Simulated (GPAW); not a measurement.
SnTe in GPAW: the effect of volume scale

The system is SnTe.

```
Te Sn
1.0
     0.00000    3.08653    3.08653
     3.08653    0.00000    3.08653
     3.08653    3.08653    0.00000
Te Sn
1 1
Direct
  0.50000 0.50000 0.50000
  0.00000 0.00000 0.00000
```

Alike in all runs:

| Property | Result |
| --- | --- |
| Program | GPAW 26.7.0 |
| Task | dielectric tensor |
| Functional | PBE |
| Potentials or basis | GPAW PAW data sets (gpaw-data 1.2.1) |
| Cutoff | 450 eV |
| Basis | pw |
| k mesh | 6 × 6 × 6 |
| Occupations | fermi-dirac, width 0.001 eV |
| Spin | no spin polarisation |

```tsv
volume scale	gap on the mesh (eV)	dielectric constant (mean)
0.94	?	?
0.96	0.23	75.52
0.98	0.17	69.78
1	0.11	75.69
1.02	0.05	244.16
1.04	0.01	23469.91
1.06	0.06	125.61
```

Q: What does the run with volume scale 0.94 give?

A: gap on the mesh 0.29 eV; dielectric constant 85.94 mean.

Worked out: A parabola through the other rows of the gap on the mesh, of slope -5.92 eV per unit of volume scale there, extrapolates to 0.35 eV, against the run's 0.29. The dielectric constant follows no smooth curve through the other rows.

Caveats: the gap is small at this level, which inflates the dielectric constant; the long-wavelength limit can be off by a per cent or two; spin-orbit coupling is left out, which moves the levels of the heavy elements.

A k mesh can miss the band edges.
